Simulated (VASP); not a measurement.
A calculation with VASP 6.6.1 of Ag (native input, structure from a POSCAR):

The input INCAR:

```
PREC = Accurate ; ENCUT = 550
EDIFF = 1E-6 ; ISMEAR = 0
SIGMA = 0.02 ; LREAL = False
LASPH = True ; NELM = 60
ALGO = Normal ; ISIF = 2
LWAVE = False ; LCHARG = True
LELF = True ; LVHAR = True
```

KPOINTS

```
regular mesh
0
Gamma
  11 11 11
```

POSCAR

```
Ag
1.0
    0.0000000000      2.0427500000      2.0427500000
    2.0427500000      0.0000000000      2.0427500000
    2.0427500000      2.0427500000      0.0000000000
Ag
1
Direct
    0.0000000000      0.0000000000      0.0000000000
```

Potentials or basis: VASP PAW LDA potentials, release 64 (Ag_GW).

Launch:

```bash
$ cat potpaw_LDA.64/Ag_GW/POTCAR > POTCAR
$ mpirun -np 1 vasp_std > vasp.out
```

Q: Write the same calculation in another form: ASE script, structure typed inline.

A: As run:

File run.py:

```python
from ase import Atoms
from ase.calculators.vasp import Vasp
from ase.dft.bandgap import bandgap

atoms = Atoms(
    ['Ag'],
    cell=[[0.0, 2.04275, 2.04275], [2.04275, 0.0, 2.04275], [2.04275, 2.04275, 0.0]],
    scaled_positions=[[0.0, 0.0, 0.0]],
    pbc=True,
)
calc = Vasp(
    directory='calc',
    xc='lda',
    pp='LDA',
    setups={'base': 'minimal', 'Ag': '_GW'},
    prec='Accurate',
    encut=550,
    ediff=1e-06,
    ismear=0,
    sigma=0.02,
    lreal=False,
    lasph=True,
    nelm=60,
    algo='Normal',
    isif=2,
    lwave=False,
    lcharg=True,
    lelf=True,
    lvhar=True,
    kpts=[11, 11, 11],
    gamma=True,
    nbands=12,
)
atoms.calc = calc

print('energy (eV):', atoms.get_potential_energy())
print('free energy (eV):', atoms.get_potential_energy(force_consistent=True))
print('forces (eV/A):')
print(atoms.get_forces())
print('stress (eV/A^3, Voigt):', atoms.get_stress())
print('Fermi level (eV):', calc.get_fermi_level())
gap, top, bottom = bandgap(calc)
print('band gap (eV):', gap, 'from (spin, k, band)', top, 'to', bottom)
```

Potentials or basis: VASP PAW LDA potentials, release 64 (Ag_GW).

The run is started by

```sh
$ python run.py
```

Both were run:

|  | native input, structure from a POSCAR | ASE script, structure typed inline |
| --- | --- | --- |
| Pressure | -7.8 GPa | -7.8 GPa |
| Band gap on the k mesh | none (metal or under the smearing width) | none (metal or under the smearing width) |

Keys that steer only the numerical path or the files written may differ.
